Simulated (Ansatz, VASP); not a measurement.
# HfN in VASP and in Ansatz

File INCAR:

```
SYSTEM = HfN
PREC     = Accurate       ! precision mode
ENCUT    = 500            ! plane-wave cutoff, eV
EDIFF    = 1E-7           ! SCF threshold, eV
ISMEAR   = 0              ! smearing method
SIGMA    = 0.02           ! smearing width, eV
LREAL    = .False.        ! projectors in reciprocal space
LASPH    = .True.         ! aspherical terms in the spheres
NELM     = 80             ! most SCF steps
ALGO     = Normal         ! electronic algorithm
ISIF     = 2              ! what is computed and relaxed
LWAVE    = .False.        ! write WAVECAR
LCHARG   = .False.        ! write CHGCAR
GGA      = PE             ! functional
```

KPOINTS

```
regular mesh
0
Gamma
  10 10 10
  0 0 0
```

Contents of POSCAR:

```
HfN
1.0
    0.0000000000      2.2560000000      2.2560000000
    2.2560000000      0.0000000000      2.2560000000
    2.2560000000      2.2560000000      0.0000000000
Hf N
1 1
Cartesian
    0.0000000000      0.0000000000      0.0000000000
    2.2560000000      2.2560000000      2.2560000000
```

The input input.yaml:

```yaml
crystal:
  lattice:
    - [0.0, 2.256, 2.256]
    - [2.256, 0.0, 2.256]
    - [2.256, 2.256, 0.0]
  atoms:
    - { symbol: Hf, position: [0.0, 0.0, 0.0] }
    - { symbol: "N", position: [0.5, 0.5, 0.5] }
hamiltonian:
  xc: pbe
  pseudopotentials: { kind: paw }
kpoints:
  mp_grid: { grid: [10, 10, 10] }
scf:
  occupations: { method: gaussian, width: 0.02 }
output:
  forces: true
  stress: true
  eigenvalues: true
```

Alike in both runs: task single point; functional PBE; k mesh 10 × 10 × 10; occupations gaussian, width 0.02 eV; no spin polarisation.

|  | VASP | Ansatz |
| --- | --- | --- |
| version | VASP 6.6.1 | Ansatz 0.2.0 |
| potentials or method | VASP PAW PBE potentials, release 64 (Hf, N) | Ansatz PAW |
| plane-wave cutoff (eV) | 500 | 420 |
| valence electrons in the cell | 9 | 31 |

|  | VASP | Ansatz | Ansatz less VASP |
| --- | --- | --- | --- |
| gap on the k mesh at the Fermi level (eV) | none | none | - |
| pressure (GPa) | 4.1 | 6.6 | +2.52 |

A gap of «none» marks a metal or a gap that the smearing closes. The two sets of potentials don't hold the same shells in valence.

Caveats: the pressure holds a Pulay correction of +0.5 GPa for the finite cutoff (Ansatz). The runs have no spin-orbit coupling, so splittings on Hf are missing.
